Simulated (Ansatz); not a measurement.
The system is SbPt.

```
Pt Sb
1.0
     4.12000    0.00000    0.00000
    -2.06000    3.56802    0.00000
     0.00000    0.00000    5.47000
Pt Sb
2 2
Direct
  0.00000 0.00000 0.50000
  0.00000 0.00000 0.00000
  0.66667 0.33333 0.75000
  0.33333 0.66667 0.25000
```

* Program: Ansatz 0.2.0
* Task: relaxation of cell and atoms
* Functional: LDA
* Potentials or basis: Ansatz PAW
* Cutoff: 420 eV (not typed: the program's choice for these potentials)
* k mesh: 8 × 8 × 5
* Occupations: fermi-dirac, width 0.05 eV
* Spin: no spin polarisation
* Hubbard terms: Pt d U = 6 eV

At the start: volume 20.10 Å³/atom.

Problem. Where does the relaxation end?

Solution. It ends after 6 steps and the volume is 20.31 Å³/atom (+1.1 %); space group P6_3/mmc (No. 194, to 0.05 Å).

Step by step:
| step | energy change (eV) | largest force (eV/Å) | volume (Å³) |
| --- | --- | --- | --- |
| 1 | 0.0000 | 0.0000 | 80.41 |
| 2 | -0.0029 | 0.0000 | 82.90 |
| 3 | -0.0164 | 0.0000 | 81.48 |
| 4 | -0.0171 | 0.0000 | 81.25 |
| 5 | -0.0171 | 0.0000 | 81.26 |
| 6 | -0.0174 | 0.0000 | 81.26 |

Final structure:
```xyz
4
Lattice="4.0953 0.0000 0.0000 -2.0476 3.5466 0.0000 0.0000 0.0000 5.5947" Properties=species:S:1:pos:R:3 pbc="T T T"
Pt    0.0000    0.0000    2.7973
Pt    0.0000    0.0000    0.0000
Sb    2.0476    1.1822    4.1960
Sb    0.0000    2.3644    1.3987
```

Caveat: the plane-wave basis is chosen anew once the cell has moved, so the energies of steps on either side of that aren't comparable; U without spin polarisation on a metal has little footing; the PAW data sets come from PBE, with cores solved anew for the run's functional, which leaves a small shift of forces and pressure; the U is typed as a test and isn't derived for this compound.
